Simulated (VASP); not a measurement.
# Si3N4 (P6_3/m) in VASP: a series of runs

Aim: see how the results for Si3N4 move with the level of theory and the settings. Levels: PBE+D3(BJ), LDA, PBE, r2SCAN. Tasks: relaxation of cell and atoms.

All numbers are computed with VASP 6.6.1; they aren't measurements. Logs are shortened: lines on timing, memory, paths and dates and some standing lists are left out, and cuts for length are marked.

### Step 1. The structure

It takes space group P6_3/m (No. 176, hexagonal). Conventional cell: a = 7.600 Å, b = 7.600 Å, c = 2.910 Å, α = 90.00°, β = 90.00°, γ = 120.00°. Si (site symmetry m) has 4 N at 1.73 to 1.74 Å as nearest neighbours. N (site symmetry -6) is surrounded by 3 Si at 1.74 Å. N (site symmetry m) is surrounded by 3 Si at 1.73 to 1.74 Å.

The cell was built by a generator and isn't the measured one.

### Step 2. Relaxation of cell and atoms, PBE+D3(BJ)

Input file INCAR:

```
SYSTEM = Si3N4
  PREC = Accurate
  ENCUT = 600
  EDIFF = 1E-7
  ISMEAR = 0
  SIGMA = 0.05
  LREAL = .False.
  LASPH = .True.
  NELM = 80
  ALGO = Normal
  ISIF = 3
  LWAVE = .False.
  LCHARG = .False.
  GGA = PE
  IVDW = 12
  IBRION = 2
  NSW = 60
  EDIFFG = -0.02
```

Input file KPOINTS:

```
regular mesh
0
Gamma
  3 3 8
  0 0 0
```

Input file POSCAR:

```
Si3N4
1.0
    7.6000000000      0.0000000000      0.0000000000
   -3.8000000000      6.5817930688      0.0000000000
    0.0000000000      0.0000000000      2.9100000000
Si N
6 8
Direct
    0.1733000000      0.7694000000      0.2500000000
    0.2306000000      0.4039000000      0.2500000000
    0.5961000000      0.8267000000      0.2500000000
    0.8267000000      0.2306000000      0.7500000000
    0.7694000000      0.5961000000      0.7500000000
    0.4039000000      0.1733000000      0.7500000000
    0.3333333333      0.6666666667      0.2500000000
    0.6666666667      0.3333333333      0.7500000000
    0.3299000000      0.0323000000      0.2500000000
    0.9677000000      0.2976000000      0.2500000000
    0.7024000000      0.6701000000      0.2500000000
    0.6701000000      0.9677000000      0.7500000000
    0.0323000000      0.7024000000      0.7500000000
    0.2976000000      0.3299000000      0.7500000000
```

Potentials or basis: VASP PAW PBE potentials, release 64 (Si, N).

Command:

```sh
> cat potpaw_PBE.64/Si/POTCAR potpaw_PBE.64/N/POTCAR > POTCAR
> mpirun -np 1 vasp_std > vasp.out
```

OUTCAR:

```text
SYSTEM = Si3N4
   PREC = Accurate
   ENCUT = 600
   EDIFF = 1E-7
   ISMEAR = 0
   LREAL = .False.
   LASPH = .True.
   NELM = 80
   ISIF = 3
   GGA = PE
   IVDW = 12
   IBRION = 2
   NSW = 60
   EDIFFG = -0.02
 IVDW          = 12

 ion  position               nearest neighbor table
   1  0.173  0.769  0.250-  13 1.73  13 1.73   9 1.74   7 1.74   3 3.02   2 3.02   5 3.04   5 3.04
                             6 3.04   6 3.04
   2  0.231  0.404  0.250-  14 1.73  14 1.73  10 1.74   7 1.74   1 3.02   3 3.02   4 3.04   4 3.04
                             6 3.04   6 3.04
   3  0.596  0.827  0.250-  12 1.73  12 1.73  11 1.74   7 1.74   1 3.02   2 3.02   5 3.04   5 3.04
                             4 3.04   4 3.04
   4  0.827  0.231  0.750-  10 1.73  10 1.73  12 1.74   8 1.74   6 3.02   5 3.02   2 3.04   2 3.04
                             3 3.04   3 3.04
   5  0.769  0.596  0.750-  11 1.73  11 1.73  13 1.74   8 1.74   4 3.02   6 3.02   1 3.04   1 3.04
                             3 3.04   3 3.04
   6  0.404  0.173  0.750-   9 1.73   9 1.73  14 1.74   8 1.74   4 3.02   5 3.02   2 3.04   2 3.04
                             1 3.04   1 3.04
   7  0.333  0.667  0.250-   1 1.74   3 1.74   2 1.74
   8  0.667  0.333  0.750-   4 1.74   6 1.74   5 1.74
   9  0.330  0.032  0.250-   6 1.73   6 1.73   1 1.74
  10  0.968  0.298  0.250-   4 1.73   4 1.73   2 1.74
  11  0.702  0.670  0.250-   5 1.73   5 1.73   3 1.74
  12  0.670  0.968  0.750-   3 1.73   3 1.73   4 1.74
  13  0.032  0.702  0.750-   1 1.73   1 1.73   5 1.74
  14  0.298  0.330  0.750-   2 1.73   2 1.73   6 1.74

  LATTYP: Found a hexagonal cell.
 ALAT       =     7.6000000000
 C/A-ratio  =     0.3828947368

  Lattice vectors:

 A1 = (   7.6000000000,   0.0000000000,   0.0000000000)
 A2 = (  -3.8000000000,   6.5817930688,   0.0000000000)
 A3 = (   0.0000000000,   0.0000000000,   2.9100000000)

Analysis of symmetry for initial positions (statically):
=====================================================================
 Subroutine PRICEL returns:
 Original cell was already a primitive cell.

 Routine SETGRP: Setting up the symmetry group for a
 hexagonal supercell.

 Subroutine GETGRP returns: Found 12 space group operations
 (whereof  6 operations were pure point group operations)
 out of a pool of 24 trial point group operations.

The static configuration has the point symmetry S_6 .
 The point group associated with its full space group is C_6h.

Analysis of symmetry for dynamics (positions and initial velocities):
=====================================================================
 Subroutine PRICEL returns:
 Original cell was already a primitive cell.

 Routine SETGRP: Setting up the symmetry group for a
 hexagonal supercell.

 Subroutine GETGRP returns: Found 12 space group operations
 (whereof  6 operations were pure point group operations)
 out of a pool of 24 trial point group operations.

The dynamic configuration has the point symmetry S_6 .
 The point group associated with its full space group is C_6h.

 Subroutine INISYM returns: Found 12 space group operations
 (whereof  6 operations are pure point group operations),
 and found     1 'primitive' translations

----------------------------------------------------------------------------------------

                                     Primitive cell

  volume of cell :     145.5629

  direct lattice vectors                    reciprocal lattice vectors
     7.600000000  0.000000000  0.000000000     0.131578947  0.075967141  0.000000000
    -3.800000000  6.581793069  0.000000000     0.000000000  0.151934281  0.000000000
     0.000000000  0.000000000  2.910000000     0.000000000  0.000000000  0.343642612

  length of vectors
     7.600000000  7.600000000  2.910000000     0.151934281  0.151934281  0.343642612

  position of ions in fractional coordinates (direct lattice)
     0.173300000  0.769400000  0.250000000
     0.230600000  0.403900000  0.250000000
     0.596100000  0.826700000  0.250000000
     0.826700000  0.230600000  0.750000000
     0.769400000  0.596100000  0.750000000
     0.403900000  0.173300000  0.750000000
     0.333333333  0.666666667  0.250000000
     0.666666667  0.333333333  0.750000000
     0.329900000  0.032300000  0.250000000
     0.967700000  0.297600000  0.250000000
     0.702400000  0.670100000  0.250000000
     0.670100000  0.967700000  0.750000000
     0.032300000  0.702400000  0.750000000
     0.297600000  0.329900000  0.750000000

  ion indices of the primitive-cell ions
   primitive index   ion index
                 1           1
                 2           2
                 3           3
                 4           4
                 5           5
                 6           6
                 7           7
                 8           8
                 9           9
                10          10
                11          11
                12          12
                13          13
                14          14

----------------------------------------------------------------------------------------

 KPOINTS: regular mesh

Automatic generation of k-mesh.
 Grid dimensions read from file:
 generate k-points for:    3    3    8

 Generating k-lattice:

  Cartesian coordinates                     Fractional coordinates (reciprocal lattice)
     0.043859649  0.025322380  0.000000000     0.333333333  0.000000000  0.000000000
     0.000000000  0.050644760  0.000000000     0.000000000  0.333333333  0.000000000
     0.000000000  0.000000000  0.042955326     0.000000000  0.000000000  0.125000000

  Length of vectors
     0.050644760  0.050644760  0.042955326

  Shift w.r.t. Gamma in fractional coordinates (k-lattice)
     0.000000000  0.000000000  0.000000000

 Subroutine IBZKPT returns following result:
 ===========================================

 Found     15 irreducible k-points:

 Following reciprocal coordinates:
            Coordinates               Weight
  0.000000  0.000000  0.000000      1.000000
  0.333333 -0.000000  0.000000      6.000000
  0.333333  0.333333  0.000000      2.000000
  0.000000  0.000000  0.125000      2.000000
  0.333333 -0.000000  0.125000     12.000000
  0.333333  0.333333  0.125000      4.000000
  0.000000  0.000000  0.250000      2.000000
  0.333333 -0.000000  0.250000     12.000000
  0.333333  0.333333  0.250000      4.000000
  0.000000  0.000000  0.375000      2.000000
  0.333333 -0.000000  0.375000     12.000000
  0.333333  0.333333  0.375000      4.000000
  0.000000  0.000000  0.500000      1.000000
  0.333333 -0.000000  0.500000      6.000000
  0.333333  0.333333  0.500000      2.000000
   k-points           NKPTS =     15   k-points in BZ     NKDIM =     15   number of bands    NBANDS=     40
   number of dos      NEDOS =    301   number of ions     NIONS =     14
   total plane-waves  NPLWV =  98304
   dimension x,y,z NGX =    64 NGY =   64 NGZ =   24
   dimension x,y,z NGXF=   128 NGYF=  128 NGZF=   48
   ions per type =               6   8
   NGX,Y,Z   is equivalent  to a cutoff of  14.00, 14.00, 13.71 a.u.
   NGXF,Y,Z  is equivalent  to a cutoff of  28.00, 28.00, 27.42 a.u.
 SYSTEM =  Si3N4
   PREC   = accura    normal or accurate (medium, high low for compatibility)
   ISTART =      0    job   : 0-new  1-cont  2-samecut
   ICHARG =      2    charge: 1-file 2-atom 10-const
   ISPIN  =      1    spin polarized calculation?
   LNONCOLLINEAR =      F non collinear calculations
   LSORBIT =      F    spin-orbit coupling
   LASPH  =      T    aspherical Exc in radial PAW
   ENCUT  =  600.0 eV  44.10 Ry    6.64 a.u.  15.18 15.18  5.81*2*pi/ulx,y,z
   NELM   =     80;   NELMIN=  2; NELMDL= -5     # of ELM steps
   EDIFF  = 0.1E-06   stopping-criterion for ELM
   LREAL  =      F    real-space projection
   EDIFFG = -.2E-01   stopping-criterion for IOM
   NSW    =     60    number of steps for IOM
   IBRION =      2    ionic relax: 0-MD 1-quasi-New 2-CG
   NFREE  =      1    steps in history (QN), initial steepest desc. (CG)
   ISIF   =      3    stress and relaxation
   ISYM   =      2    0-nonsym 1-usesym 2-fastsym
   POTIM  = 0.5000    time-step for ionic-motion
   TEBEG  =    0.0;   TEEND  =   0.0 temperature during run
   PSTRESS=    0.0 pullay stress
   NELECT =      64.0000    total number of electrons
   NUPDOWN=      -1.0000    fix difference up-down
   EMIN   =  10.00;   EMAX   =-10.00  energy-range for DOS
   EFERMI =   0.00;   METHOD = LEGACY
   ISMEAR =     0;   SIGMA  =   0.05  broadening in eV -4-tet -1-fermi 0-gaus
   EFERMI_NEDOS =   21; number of points for ismear=-14 and -15
   IALGO  =     38    algorithm
   IMIX   =      4    mixing-type and parameters
     AMIX     =   0.40;   BMIX     =  1.00
     AMIX_MAG =   1.60;   BMIX_MAG =  1.00
  volume/ion in A,a.u.               =      10.40        70.16
  Fermi-wavevector in a.u.,A,eV,Ry     =   1.244852  2.352430 21.084373  1.549658
  Thomas-Fermi vector in A             =   2.379101
   LORBIT       =      0    0 simple, 1 ext, 2 COOP (PROOUT), +10 PAW based schemes
   GGA     = PE    functional components
   LHFCALC =     F    Hartree Fock is set to
   AEXX    =    0.0000 exact exchange contribution
   IVDW    =    12    specifies the selected vdW correction
   LEPSILON=     F    determine dielectric tensor
   LRPA    =     F    only Hartree local field effects (RPA)
 conjugate gradient relaxation of ions
 non-spin polarized calculation
 Gauss-broadening in eV      SIGMA  =   0.05
  energy-cutoff  :      600.00
  volume of cell :      145.56
 maximum number of plane-waves:      4896
 NGX is ok and might be reduce to    64
   NGX = 31   NGY = 31   NGZ = 11

--------------------------------------- Ionic step        1  -------------------------------------------

 number of electron      63.9999991 magnetization

 Free energy of the ion-electron system (eV)
  ---------------------------------------------------
  ext. energy  EPLUGINS =         0.00000000
  ---------------------------------------------------
  free energy    TOTEN  =      -114.45957369 eV

  energy without entropy =     -114.45957369  energy(sigma->0) =     -114.45957369

------------------------ aborting loop because EDIFF is reached ----------------------------------------

 Edisp (eV)   -3.59900

 E8    (eV) :    -1.2809
[... 141 lines left out ...]
  FREE ENERGIE OF THE ION-ELECTRON SYSTEM (eV)
  ---------------------------------------------------
  free  energy   TOTEN  =      -118.0990614352 eV

  energy  without entropy=     -118.0990614352  energy(sigma->0) =     -118.09906144

[... ionic steps 4 to 10 ...]

--------------------------------------- Ionic step       11  -------------------------------------------

 number of electron      63.9999995 magnetization

------------------------ aborting loop because EDIFF is reached ----------------------------------------
[... 99 lines left out ...]
--------------------------------------- Ionic step       13  -------------------------------------------

 number of electron      63.9999995 magnetization

 Free energy of the ion-electron system (eV)
  ---------------------------------------------------
  ext. energy  EPLUGINS =         0.00000000
  ---------------------------------------------------
  free energy    TOTEN  =      -114.51844618 eV

  energy without entropy =     -114.51844618  energy(sigma->0) =     -114.51844618

 E-fermi :   6.9454     XC(G=0): -10.7925

 val. band max:        6.7215013486   @ k =   0.0000   0.0000   0.1250
 cond. band min:      11.0486272532   @ k =   0.0000   0.0000   0.0000
 fundamental gap:      4.3271259045
 Fermi energy:         6.9453855071

 k-point     1 :       0.0000    0.0000    0.0000
  band No.  band energies     occupation
      1     -11.4679      2.00000
      2     -10.0077      2.00000
      3     -10.0077      2.00000
      4      -9.3783      2.00000
      5      -9.2412      2.00000
      6      -9.2412      2.00000
[... 679 lines left out ...]
  FREE ENERGIE OF THE ION-ELECTRON SYSTEM (eV)
  ---------------------------------------------------
  free  energy   TOTEN  =      -118.1064491332 eV

  energy  without entropy=     -118.1064491332  energy(sigma->0) =     -118.10644913

 reached required accuracy - stopping structural energy minimisation
```

Wall time 15 min (1 thread of Intel Xeon Platinum 8488C (Sapphire Rapids), shared host); peak memory 0.37 GiB.

Results:

| Property | Result |
| --- | --- |
| Free energy | -118.1064 eV |
| Relaxed volume | 10.43 Å³/atom |
| Relaxed cell | a = 7.614 Å, b = 7.614 Å, c = 2.909 Å, α = 90.00°, β = 90.00°, γ = 120.00° |
| Space group after relaxing (to 0.05 Å) | P6_3/m (No. 176) |
| Energy gained by relaxing | 3.4 meV/atom |
| Ionic steps | 13 |
| Pressure after relaxing | 0.1 GPa |
| Largest force after relaxing | 0.006 eV/Å |
| Band gap on the k mesh | 4.33 eV, indirect (least direct gap 4.52 eV) |
| Dispersion energy per atom | -0.256 eV |

Forces on the atoms (eV/Å):
```
Si  -0.004  0.005  0.000
Si  -0.002 -0.006  0.000
Si   0.006  0.001  0.000
Si   0.004 -0.005  0.000
Si   0.002  0.006  0.000
Si  -0.006 -0.001  0.000
N    0.000  0.000  0.000
N    0.000  0.000  0.000
N   -0.001 -0.006  0.000
N    0.006  0.003  0.000
N   -0.005  0.004  0.000
N    0.001  0.006  0.000
N   -0.006 -0.003  0.000
N    0.005 -0.004  0.000
```

The path:
| step | energy change (eV) | largest force (eV/Å) | pressure (GPa) | volume (Å³) |
| --- | --- | --- | --- | --- |
| 1 | 0.0000 | 0.7468 | 1.19 | 145.56 |
| 2 | 0.1371 | 1.4277 | -1.29 | 147.20 |
| 3 | -0.0405 | 0.0925 | 0.20 | 146.09 |
| 4 | -0.0448 | 0.1031 | -0.27 | 146.39 |
| 5 | -0.0448 | 0.0987 | -0.23 | 146.37 |
| 6 | -0.0466 | 0.0351 | 0.04 | 146.20 |
| 7 | -0.0466 | 0.0385 | 0.05 | 146.19 |
| 8 | -0.0472 | 0.0339 | -0.01 | 146.21 |
| 9 | -0.0473 | 0.0349 | -0.05 | 146.22 |
| 10 | -0.0474 | 0.0526 | 0.03 | 146.16 |
| 11 | -0.0475 | 0.0374 | 0.01 | 146.18 |
| 12 | -0.0477 | 0.0273 | 0.04 | 146.15 |
| 13 | -0.0479 | 0.0062 | 0.12 | 146.07 |

Final structure:
```
CELL_PARAMETERS angstrom
7.61433 0.00000 0.00000
-3.80717 6.59421 0.00000
0.00000 0.00000 2.90924
ATOMIC_POSITIONS crystal
Si 0.17407 0.76781 0.25000
Si 0.23219 0.40626 0.25000
Si 0.59374 0.82593 0.25000
Si 0.82593 0.23219 0.75000
Si 0.76781 0.59374 0.75000
Si 0.40626 0.17407 0.75000
N 0.33333 0.66667 0.25000
N 0.66667 0.33333 0.75000
N 0.32995 0.02987 0.25000
N 0.97013 0.30008 0.25000
N 0.69992 0.67005 0.25000
N 0.67005 0.97013 0.75000
N 0.02987 0.69992 0.75000
N 0.30008 0.32995 0.75000
```

Caveat: an odd mesh through Γ misses points on the zone boundary, where band edges often lie.

### Step 3. Relaxation of cell and atoms, LDA

Input file INCAR:

```
  PREC = Accurate
  ENCUT = 600
  EDIFF = 1E-7
  ISMEAR = 0
  SIGMA = 0.05
  LREAL = False
  LASPH = True
  NELM = 80
  ALGO = Normal
  ISIF = 3
  LWAVE = False
  LCHARG = False
  IBRION = 2
  NSW = 40
  EDIFFG = -0.01
```

Input file KPOINTS:

```
regular mesh
0
Gamma
  3 3 8
```

POSCAR is that of step 2.

Potentials or basis: VASP PAW LDA potentials, release 64 (Si, N).

Command:

```sh
> cat potpaw_LDA.64/Si/POTCAR potpaw_LDA.64/N/POTCAR > POTCAR
> mpirun -np 1 vasp_std > vasp.out
```

Run time: 14 min. Hardware: 1 thread of Intel Xeon Platinum 8559C (Emerald Rapids), shared host; peak memory 0.28 GiB.

The run converged. Its results:

| Item | Value |
| --- | --- |
| Free energy | -126.5456 eV |
| Relaxed volume | 10.27 Å³/atom |
| Relaxed cell | a = 7.575 Å, b = 7.575 Å, c = 2.892 Å, α = 90.00°, β = 90.00°, γ = 120.00° |
| Space group after relaxing (to 0.05 Å) | P6_3/m (No. 176) |
| Energy gained by relaxing | 4.5 meV/atom |
| Ionic steps | 15 |
| Pressure after relaxing | 0.1 GPa |
| Largest force after relaxing | 0.005 eV/Å |
| Band gap on the k mesh | 4.22 eV, indirect (least direct gap 4.41 eV) |

Forces on the atoms (eV/Å):
```
Si   0.001 -0.002  0.000
Si   0.001  0.002  0.000
Si  -0.003  0.000  0.000
Si  -0.001  0.002  0.000
Si  -0.001 -0.002  0.000
Si   0.003  0.000  0.000
N    0.000  0.000  0.000
N    0.000  0.000  0.000
N    0.002  0.005  0.000
N   -0.005 -0.001  0.000
N    0.003 -0.004  0.000
N   -0.002 -0.005  0.000
N    0.005  0.001  0.000
N   -0.003  0.004  0.000
```

Step by step:
| step | energy change (eV) | largest force (eV/Å) | pressure (GPa) | volume (Å³) |
| --- | --- | --- | --- | --- |
| 1 | 0.0000 | 0.7494 | -2.86 | 145.56 |
| 2 | 0.1365 | 1.4830 | 4.49 | 141.69 |
| 3 | -0.0526 | 0.1055 | -0.53 | 144.19 |
| 4 | -0.0526 | 0.1108 | -0.49 | 144.16 |
| 5 | -0.0567 | 0.1480 | 0.98 | 143.38 |
| 6 | -0.0576 | 0.1167 | 0.53 | 143.61 |
| 7 | -0.0608 | 0.0476 | -0.03 | 143.92 |
| 8 | -0.0609 | 0.0366 | -0.17 | 143.99 |
| 9 | -0.0618 | 0.0485 | 0.00 | 143.88 |
| 10 | -0.0619 | 0.0568 | 0.08 | 143.82 |
| 11 | -0.0622 | 0.0704 | 0.03 | 143.83 |
| 12 | -0.0623 | 0.0453 | 0.04 | 143.82 |
| 13 | -0.0627 | 0.0300 | -0.08 | 143.87 |
| 14 | -0.0629 | 0.0114 | -0.24 | 143.94 |
| 15 | -0.0630 | 0.0054 | 0.13 | 143.71 |

Final structure:
```
Si N
1.0
     7.57532    0.00000    0.00000
    -3.78766    6.56042    0.00000
     0.00000    0.00000    2.89173
Si N
6 8
Direct
  0.17369 0.76732 0.25000
  0.23268 0.40637 0.25000
  0.59363 0.82631 0.25000
  0.82631 0.23268 0.75000
  0.76732 0.59363 0.75000
  0.40637 0.17369 0.75000
  0.33333 0.66667 0.25000
  0.66667 0.33333 0.75000
  0.33005 0.02933 0.25000
  0.97067 0.30072 0.25000
  0.69928 0.66995 0.25000
  0.66995 0.97067 0.75000
  0.02933 0.69928 0.75000
  0.30072 0.33005 0.75000
```

Levels at points of the mesh, in eV from the valence-band top:
```
           k point  band 29  band 30  band 31  band 32  band 33  band 34  band 35  band 36
(0.00, 0.00, 0.00)    -1.32    -0.47    -0.37    -0.19     4.22     4.70     4.86     4.86
(0.00, 0.00, 0.50)    -1.66    -1.66    -1.40    -1.40     4.58     4.58     4.58     4.58
```

Caveat: an odd mesh through Γ misses points on the zone boundary, where band edges often lie. As with any semilocal functional, this LDA gap is likely too small.

(Continued in part 2 of 2.)
